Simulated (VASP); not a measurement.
Method: r2SCAN meta-GGA, VASP's PBE PAW potentials (set 64) (plane waves; VASP).

VASP input:

KPOINTS:
```
K-points
0
gamma
11 11 11
0 0 0
```

INCAR:
```
# general
SYSTEM =InN
PREC   =Accurate
ENCUT  =520
LREAL  =.FALSE.
LASPH  =.TRUE.

# electronic loop
EDIFF  =1E-8   # SCF stop (eV)
NELM   =100   # most electronic steps
ALGO   =Normal
LMAXMIX=4   # l cut-off of mixed one-centre charges
LMIXTAU=.TRUE.

# smearing
ISMEAR =1
SIGMA  =0.1   # width (eV)

# functional
METAGGA=R2SCAN

# ions
IBRION =1   # quasi-Newton
NSW    =30   # most ionic steps
ISIF   =2
EDIFFG =-0.001

# output
LWAVE  =.FALSE.
LCHARG =.FALSE.
```

### POSCAR
```
InN
1
    0.0000000000     2.5020909443     2.5020909443
    2.5020909443     0.0000000000     2.5020909443
    2.5020909443     2.5020909443     0.0000000000
In N
1 1
Direct
  0.0000000000   0.0000000000   0.0000000000
  0.2500000000   0.2500000000   0.2500000000
```

POTCAR, in this order: In_d N (PBE.64 set). Program: vasp_std.

Output

### OSZICAR
```
       N       E                     dE             d eps       ncg     rms          rms(c)
DAV:   1     0.107612031728E+03    0.10761E+03   -0.93580E+03  1466   0.187E+03
DAV:   2    -0.269537607397E+02   -0.13457E+03   -0.12812E+03  1616   0.381E+02
DAV:   3    -0.378962373387E+02   -0.10942E+02   -0.10771E+02  1771   0.112E+02
DAV:   4    -0.381984256308E+02   -0.30219E+00   -0.30186E+00  1664   0.200E+01
DAV:   5    -0.382127526175E+02   -0.14327E-01   -0.14326E-01  2135   0.391E+00    0.110E+01
DAV:   6    -0.316776215306E+02    0.65351E+01   -0.71027E+00  2189   0.717E+01    0.563E+00
DAV:   7    -0.318555900785E+02   -0.17797E+00   -0.77728E-01  1711   0.162E+01    0.324E+00
DAV:   8    -0.319586079160E+02   -0.10302E+00   -0.37565E-01  1768   0.917E+00    0.156E+00
DAV:   9    -0.318056865554E+02    0.15292E+00   -0.17793E-01  1461   0.691E+00    0.495E-01
DAV:  10    -0.319144405754E+02   -0.10875E+00   -0.64594E-02  1464   0.294E+00    0.405E-01
DAV:  11    -0.319124067020E+02    0.20339E-02   -0.31727E-03  1746   0.556E-01    0.276E-01
DAV:  12    -0.319142664501E+02   -0.18597E-02   -0.50101E-03  1641   0.161E+00    0.200E-01
DAV:  13    -0.319151888840E+02   -0.92243E-03   -0.66747E-04  1481   0.671E-01    0.551E-02
DAV:  14    -0.319153670689E+02   -0.17818E-03   -0.21694E-04  1498   0.199E-01    0.245E-02
DAV:  15    -0.319155606796E+02   -0.19361E-03   -0.11563E-04  1476   0.215E-01    0.258E-02
DAV:  16    -0.319155895793E+02   -0.28900E-04   -0.76815E-06  1687   0.333E-02    0.245E-02
DAV:  17    -0.319155876485E+02    0.19308E-05   -0.34312E-07  2072   0.845E-03    0.254E-02
DAV:  18    -0.319155877959E+02   -0.14745E-06   -0.75070E-09  1174   0.905E-04    0.256E-02
DAV:  19    -0.319155961036E+02   -0.83077E-05   -0.46051E-06  1652   0.335E-02    0.205E-02
DAV:  20    -0.319155978724E+02   -0.17688E-05   -0.16058E-06  1461   0.199E-02    0.929E-03
DAV:  21    -0.319155978756E+02   -0.31628E-08   -0.19228E-07  1774   0.574E-03    0.399E-03
DAV:  22    -0.319155977145E+02    0.16110E-06   -0.10139E-07  1748   0.368E-03    0.244E-03
DAV:  23    -0.319155978325E+02   -0.11796E-06   -0.34287E-08  1476   0.243E-03    0.116E-03
DAV:  24    -0.319155977758E+02    0.56681E-07   -0.31228E-08  1488   0.206E-03    0.675E-04
DAV:  25    -0.319155978286E+02   -0.52800E-07   -0.48879E-09   758   0.816E-04    0.305E-04
DAV:  26    -0.319155978154E+02    0.13136E-07   -0.34714E-10   748   0.351E-04    0.188E-04
DAV:  27    -0.319155978256E+02   -0.10164E-07   -0.23102E-10   758   0.225E-04    0.151E-04
DAV:  28    -0.319155978171E+02    0.85427E-08   -0.61004E-11   743   0.132E-04
   1 F= -.31915598E+02 E0= -.31915641E+02  d E =-.319156E+02
```

File OUTCAR:
```
------------------------ aborting loop because EDIFF is reached ----------------------------------------
  FORCE on cell =-STRESS in cart. coord.  units (eV):
  Direction    XX          YY          ZZ          XY          YZ          ZX
  --------------------------------------------------------------------------------------
  Total        0.0000966      0.0000966      0.0000966      0.0000000      0.0000000     -0.0000000
  in kB        0.0049424      0.0049424      0.0049424      0.0000000      0.0000000     -0.0000000
  external PRESSURE =       0.0049424 kB  Pullay stress =       0.0000000 kB
  volume of cell :       31.33
      direct lattice vectors                 reciprocal lattice vectors
     0.000000000  2.502090944  2.502090944    -0.199832864  0.199832864  0.199832864
     2.502090944  0.000000000  2.502090944     0.199832864 -0.199832864  0.199832864
     2.502090944  2.502090944  0.000000000     0.199832864  0.199832864 -0.199832864
 POSITION                                       TOTAL-FORCE (eV/Angst)
 -----------------------------------------------------------------------------------
      0.00000      0.00000      0.00000         0.000000      0.000000      0.000000
      1.25105      1.25105      1.25105        -0.000000     -0.000000     -0.000000
 -----------------------------------------------------------------------------------
    total drift:                               -0.000005     -0.000005     -0.000005
  FREE ENERGIE OF THE ION-ELECTRON SYSTEM (eV)
  ---------------------------------------------------
  free  energy   TOTEN  =       -31.9155978171 eV

  energy  without entropy=      -31.9157283757  energy(sigma->0) =      -31.91564134

 reached required accuracy - stopping structural energy minimisation
```
(Selected blocks of OUTCAR.)

The compound is InN in the zinc blende structure, a metastable form; wurtzite is the usual one. It was relaxed first. The start is the result of an earlier pass.
